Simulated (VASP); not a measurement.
# CaO (Fm-3m) in VASP: notebook

Aim: see how the results for CaO move with the level of theory and the settings. Levels: PBE, HSE06, r2SCAN. Tasks: relaxation of cell and atoms, electrostatic potential.

All numbers are computed with VASP 6.6.1; they aren't measurements. Logs are shortened: lines on timing, memory, paths and dates and some standing lists are left out, and cuts for length are marked.

**1. Starting point**

The structure is cubic, space group Fm-3m (No. 225). The conventional cell has a = 4.780 Å, b = 4.780 Å, c = 4.780 Å, α = 90.00°, β = 90.00°, γ = 90.00°. Ca (site symmetry m-3m) is surrounded by 6 O at 2.39 Å. O (site symmetry m-3m) is surrounded by 6 Ca at 2.39 Å.

The cell was built by a generator and needn't be a form met in nature.

**2. Relaxation of cell and atoms, PBE**

INCAR reads:

```
SYSTEM = CaO
ALGO = Normal ; EDIFF = 1E-7
EDIFFG = -0.005 ; ENCUT = 600
GGA = PE ; IBRION = 2
ISIF = 3 ; ISMEAR = 0
KPAR = 4 ; LASPH = .True.
LCHARG = .False. ; LREAL = .False.
LWAVE = .False. ; NELM = 120
NSW = 40 ; PREC = Accurate
SIGMA = 0.02
```

KPOINTS reads:

```
k-points
0
Gamma
  10 10 10
  0 0 0
```

POSCAR reads:

```
CaO
1.0
    0.0000000000      2.3900000000      2.3900000000
    2.3900000000      0.0000000000      2.3900000000
    2.3900000000      2.3900000000      0.0000000000
Ca O
1 1
Direct
    0.0000000000      0.0000000000      0.0000000000
    0.5000000000      0.5000000000      0.5000000000
```

Potentials or basis: VASP PAW PBE potentials, release 64 (Ca_sv, O).

Launch:

```console
cat potpaw_PBE.64/Ca_sv/POTCAR potpaw_PBE.64/O/POTCAR > POTCAR
mpirun -np 4 vasp_std > vasp.out
```

OUTCAR:

```text
SYSTEM = CaO
   EDIFF = 1E-7
   EDIFFG = -0.005
   ENCUT = 600
   GGA = PE
   IBRION = 2
   ISIF = 3
   ISMEAR = 0
   LASPH = .True.
   LREAL = .False.
   NELM = 120
   NSW = 40
   PREC = Accurate

 ion  position               nearest neighbor table
   1  0.000  0.000  0.000-   2 2.39   2 2.39   2 2.39   2 2.39   2 2.39   2 2.39
   2  0.500  0.500  0.500-   1 2.39   1 2.39   1 2.39   1 2.39   1 2.39   1 2.39

  LATTYP: Found a face centered cubic cell.
 ALAT       =     4.7800000000

  Lattice vectors:

 A1 = (   0.0000000000,   2.3900000000,   2.3900000000)
 A2 = (   2.3900000000,   0.0000000000,   2.3900000000)
 A3 = (   2.3900000000,   2.3900000000,   0.0000000000)

Analysis of symmetry for initial positions (statically):
=====================================================================
 Subroutine PRICEL returns:
 Original cell was already a primitive cell.

 Routine SETGRP: Setting up the symmetry group for a
 face centered cubic supercell.

 Subroutine GETGRP returns: Found 48 space group operations
 (whereof 48 operations were pure point group operations)
 out of a pool of 48 trial point group operations.

The static configuration has the point symmetry O_h .

Analysis of symmetry for dynamics (positions and initial velocities):
=====================================================================
 Subroutine PRICEL returns:
 Original cell was already a primitive cell.

 Routine SETGRP: Setting up the symmetry group for a
 face centered cubic supercell.

 Subroutine GETGRP returns: Found 48 space group operations
 (whereof 48 operations were pure point group operations)
 out of a pool of 48 trial point group operations.

The dynamic configuration has the point symmetry O_h .

 Subroutine INISYM returns: Found 48 space group operations
 (whereof 48 operations are pure point group operations),
 and found     1 'primitive' translations

----------------------------------------------------------------------------------------

                                     Primitive cell

  volume of cell :      27.3038

  direct lattice vectors                    reciprocal lattice vectors
     0.000000000  2.390000000  2.390000000    -0.209205021  0.209205021  0.209205021
     2.390000000  0.000000000  2.390000000     0.209205021 -0.209205021  0.209205021
     2.390000000  2.390000000  0.000000000     0.209205021  0.209205021 -0.209205021

  length of vectors
     3.379970414  3.379970414  3.379970414     0.362353725  0.362353725  0.362353725

  position of ions in fractional coordinates (direct lattice)
     0.000000000  0.000000000  0.000000000
     0.500000000  0.500000000  0.500000000

  ion indices of the primitive-cell ions
   primitive index   ion index
                 1           1
                 2           2

----------------------------------------------------------------------------------------

 KPOINTS: k-points

Automatic generation of k-mesh.
 Grid dimensions read from file:
 generate k-points for:   10   10   10

 Generating k-lattice:

  Cartesian coordinates                     Fractional coordinates (reciprocal lattice)
    -0.020920502  0.020920502  0.020920502     0.100000000  0.000000000  0.000000000
     0.020920502 -0.020920502  0.020920502     0.000000000  0.100000000  0.000000000
     0.020920502  0.020920502 -0.020920502     0.000000000  0.000000000  0.100000000

  Length of vectors
     0.036235373  0.036235373  0.036235373

  Shift w.r.t. Gamma in fractional coordinates (k-lattice)
     0.000000000  0.000000000  0.000000000

 Subroutine IBZKPT returns following result:
 ===========================================

 Found     47 irreducible k-points:

 Following reciprocal coordinates:
            Coordinates               Weight
  0.000000  0.000000  0.000000      1.000000
  0.100000  0.000000  0.000000      8.000000
  0.200000  0.000000  0.000000      8.000000
  0.300000  0.000000  0.000000      8.000000
  0.400000  0.000000  0.000000      8.000000
  0.500000  0.000000  0.000000      4.000000
[... 16 lines left out ...]
  0.300000  0.300000  0.000000      6.000000
  0.400000  0.300000  0.000000     24.000000
 [... further k-points ...]
   k-points           NKPTS =     47   k-points in BZ     NKDIM =     47   number of bands    NBANDS=     12
   number of dos      NEDOS =    301   number of ions     NIONS =      2
   total plane-waves  NPLWV =  21952
   dimension x,y,z NGX =    28 NGY =   28 NGZ =   28
   dimension x,y,z NGXF=    56 NGYF=   56 NGZF=   56
   ions per type =               1   1
   NGX,Y,Z   is equivalent  to a cutoff of  13.77, 13.77, 13.77 a.u.
   NGXF,Y,Z  is equivalent  to a cutoff of  27.54, 27.54, 27.54 a.u.
 SYSTEM =  CaO
   PREC   = accura    normal or accurate (medium, high low for compatibility)
   ISTART =      0    job   : 0-new  1-cont  2-samecut
   ICHARG =      2    charge: 1-file 2-atom 10-const
   ISPIN  =      1    spin polarized calculation?
   LNONCOLLINEAR =      F non collinear calculations
   LSORBIT =      F    spin-orbit coupling
   LASPH  =      T    aspherical Exc in radial PAW
   ENCUT  =  600.0 eV  44.10 Ry    6.64 a.u.   6.75  6.75  6.75*2*pi/ulx,y,z
   NELM   =    120;   NELMIN=  2; NELMDL= -5     # of ELM steps
   EDIFF  = 0.1E-06   stopping-criterion for ELM
   LREAL  =      F    real-space projection
   EDIFFG = -.5E-02   stopping-criterion for IOM
   NSW    =     40    number of steps for IOM
   IBRION =      2    ionic relax: 0-MD 1-quasi-New 2-CG
   NFREE  =      1    steps in history (QN), initial steepest desc. (CG)
   ISIF   =      3    stress and relaxation
   ISYM   =      2    0-nonsym 1-usesym 2-fastsym
   POTIM  = 0.5000    time-step for ionic-motion
   TEBEG  =    0.0;   TEEND  =   0.0 temperature during run
   PSTRESS=    0.0 pullay stress
   NELECT =      16.0000    total number of electrons
   NUPDOWN=      -1.0000    fix difference up-down
   EMIN   =  10.00;   EMAX   =-10.00  energy-range for DOS
   EFERMI =   0.00;   METHOD = LEGACY
   ISMEAR =     0;   SIGMA  =   0.02  broadening in eV -4-tet -1-fermi 0-gaus
   EFERMI_NEDOS =   21; number of points for ismear=-14 and -15
   IALGO  =     38    algorithm
   IMIX   =      4    mixing-type and parameters
     AMIX     =   0.40;   BMIX     =  1.00
     AMIX_MAG =   1.60;   BMIX_MAG =  1.00
  volume/ion in A,a.u.               =      13.65        92.13
  Fermi-wavevector in a.u.,A,eV,Ry     =   1.369957  2.588843 25.535171  1.876782
  Thomas-Fermi vector in A             =   2.495786
   LORBIT       =      0    0 simple, 1 ext, 2 COOP (PROOUT), +10 PAW based schemes
   GGA     = PE    functional components
   LHFCALC =     F    Hartree Fock is set to
   AEXX    =    0.0000 exact exchange contribution
   IVDW    =     0    specifies the selected vdW correction
   LEPSILON=     F    determine dielectric tensor
   LRPA    =     F    only Hartree local field effects (RPA)
 conjugate gradient relaxation of ions
 non-spin polarized calculation
 Gauss-broadening in eV      SIGMA  =   0.02
  energy-cutoff  :      600.00
  volume of cell :       27.30
 maximum number of plane-waves:       941
   NGX = 13   NGY = 13   NGZ = 13

--------------------------------------- Ionic step        1  -------------------------------------------

 number of electron      15.9999997 magnetization

 Free energy of the ion-electron system (eV)
  ---------------------------------------------------
  ext. energy  EPLUGINS =         0.00000000
  ---------------------------------------------------
  free energy    TOTEN  =       -12.79399778 eV

  energy without entropy =      -12.79399778  energy(sigma->0) =      -12.79399778

------------------------ aborting loop because EDIFF is reached ----------------------------------------

  FORCE on cell =-STRESS in cart. coord.  units (eV):
  Direction    XX          YY          ZZ          XY          YZ          ZX
  --------------------------------------------------------------------------------------
  -------------------------------------------------------------------------------------
  Total        0.7015437      0.7015437      0.7015437     -0.0000000      0.0000000     -0.0000000
  in kB       41.1662763     41.1662763     41.1662763     -0.0000000      0.0000000     -0.0000000
  external PRESSURE =      41.1662763 kB  Pullay stress =       0.0000000 kB

 VOLUME and BASIS-vectors are now :
 -----------------------------------------------------------------------------
  energy-cutoff  :      600.00
  volume of cell :       27.30
      direct lattice vectors                 reciprocal lattice vectors
     0.000000000  2.390000000  2.390000000    -0.209205021  0.209205021  0.209205021
     2.390000000  0.000000000  2.390000000     0.209205021 -0.209205021  0.209205021
     2.390000000  2.390000000  0.000000000     0.209205021  0.209205021 -0.209205021
[... 37 lines left out ...]
 POSITION                                       TOTAL-FORCE (eV/Angst)
 -----------------------------------------------------------------------------------
      2.43044      0.00000      2.43044        -0.000000     -0.000000      0.000000
      2.43044      2.43044      2.43044         0.000000      0.000000     -0.000000
 -----------------------------------------------------------------------------------
    total drift:                                0.000000      0.000000      0.000000

  FREE ENERGIE OF THE ION-ELECTRON SYSTEM (eV)
  ---------------------------------------------------
  free  energy   TOTEN  =       -12.8046521709 eV

  energy  without entropy=      -12.8046521709  energy(sigma->0) =      -12.80465217

--------------------------------------- Ionic step        3  -------------------------------------------

 number of electron      16.0000000 magnetization

 Free energy of the ion-electron system (eV)
  ---------------------------------------------------
  ext. energy  EPLUGINS =         0.00000000
  ---------------------------------------------------
  free energy    TOTEN  =       -12.80649083 eV

  energy without entropy =      -12.80649083  energy(sigma->0) =      -12.80649083

 E-fermi :   2.4468     XC(G=0): -10.3804

 val. band max:        2.2381553642   @ k =   0.0000   0.0000   0.0000
 cond. band min:       5.8797883354   @ k =   0.5000   0.5000   0.0000
 fundamental gap:      3.6416329711
 Fermi energy:         2.4468161830

 k-point     1 :       0.0000    0.0000    0.0000
  band No.  band energies     occupation
      1     -35.4781      2.00000
      2     -16.2560      2.00000
      3     -16.2560      2.00000
      4     -16.2560      2.00000
      5     -13.2567      2.00000
      6       2.2382      2.00000
      7       2.2382      2.00000
      8       2.2382      2.00000
      9       6.7950      0.00000
     10       8.4161      0.00000
     11       8.4161      0.00000
     12       8.4161      0.00000

 k-point     2 :       0.1000    0.0000    0.0000
  band No.  band energies     occupation
      1     -35.4692      2.00000
      2     -16.3832      2.00000
      3     -16.2609      2.00000
      4     -16.2609      2.00000
      5     -13.1220      2.00000
      6       1.8813      2.00000
      7       2.1040      2.00000
      8       2.1040      2.00000
      9       7.2505      0.00000
     10       8.3824      0.00000
     11       8.5829      0.00000
     12       8.5829      0.00000
[... 316 lines left out ...]
 k-point    24 :       0.4000    0.3000    0.0000
  band No.  band energies     occupation
      1     -35.3794      2.00000
      2     -16.8518      2.00000
      3     -16.4422      2.00000
      4     -16.4171      2.00000
      5     -12.7654      2.00000
      6       0.5781      2.00000
      7       1.6895      2.00000
      8       1.7882      2.00000
      9       6.5349      0.00000
     10       9.7345      0.00000
     11      10.9040      0.00000
     12      10.9798      0.00000

 [... further k-points ...]

------------------------ aborting loop because EDIFF is reached ----------------------------------------

  FORCE on cell =-STRESS in cart. coord.  units (eV):
  Direction    XX          YY          ZZ          XY          YZ          ZX
  --------------------------------------------------------------------------------------
  -------------------------------------------------------------------------------------
  Total        0.0012871      0.0012871      0.0012871      0.0000000      0.0000000     -0.0000000
  in kB        0.0728468      0.0728468      0.0728468      0.0000000      0.0000000     -0.0000000
  external PRESSURE =       0.0728468 kB  Pullay stress =       0.0000000 kB

 VOLUME and BASIS-vectors are now :
 -----------------------------------------------------------------------------
  energy-cutoff  :      600.00
  volume of cell :       28.31
      direct lattice vectors                 reciprocal lattice vectors
     0.000000000  2.418956830  2.418956830    -0.206700671  0.206700671  0.206700671
     2.418956830  0.000000000  2.418956830     0.206700671 -0.206700671  0.206700671
     2.418956830  2.418956830 -0.000000000     0.206700671  0.206700671 -0.206700671

 POSITION                                       TOTAL-FORCE (eV/Angst)
 -----------------------------------------------------------------------------------
      0.00000      0.00000      0.00000        -0.000000      0.000000      0.000000
      2.41896      2.41896      2.41896         0.000000     -0.000000     -0.000000
 -----------------------------------------------------------------------------------
    total drift:                                0.000000      0.000000      0.000000

  FREE ENERGIE OF THE ION-ELECTRON SYSTEM (eV)
  ---------------------------------------------------
  free  energy   TOTEN  =       -12.8064908264 eV

  energy  without entropy=      -12.8064908264  energy(sigma->0) =      -12.80649083

 reached required accuracy - stopping structural energy minimisation
```

It took 26 s on 4 MPI ranks of Intel Xeon Platinum 8259CL at 2.50GHz (Skylake/Cascade Lake), shared host; peak memory 0.17 GiB.

Results:

```
Free energy                            : -12.8065 eV
Relaxed volume                         : 14.15 Å³/atom
Relaxed cell                           : a = 3.421 Å, b = 3.421 Å, c = 3.421 Å, α = 60.00°, β = 60.00°, γ = 60.00°
Space group after relaxing (to 0.05 Å) : Fm-3m (No. 225)
Energy gained by relaxing              : 6.2 meV/atom
Ionic steps                            : 3
Pressure after relaxing                : 0.0 GPa
Band gap on the k mesh                 : 3.64 eV, indirect (least direct gap 4.02 eV)
```

Step by step:
| step | energy change (eV) | largest force (eV/Å) | pressure (GPa) | volume (Å³) |
| --- | --- | --- | --- | --- |
| 1 | 0.0000 | 0.0000 | 4.12 | 27.30 |
| 2 | -0.0107 | 0.0000 | -1.44 | 28.71 |
| 3 | -0.0125 | 0.0000 | 0.01 | 28.31 |

Final structure:
```
Ca O
1.0
     0.00000    2.41896    2.41896
     2.41896    0.00000    2.41896
     2.41896    2.41896    0.00000
Ca O
1 1
Direct
  0.00000 0.00000 0.00000
  0.50000 0.50000 0.50000
```

A k mesh can miss the band edges. Expect the measured gap to be larger: semilocal functionals such as PBE lack the derivative discontinuity.

(Part 1 of 2 ends here.)
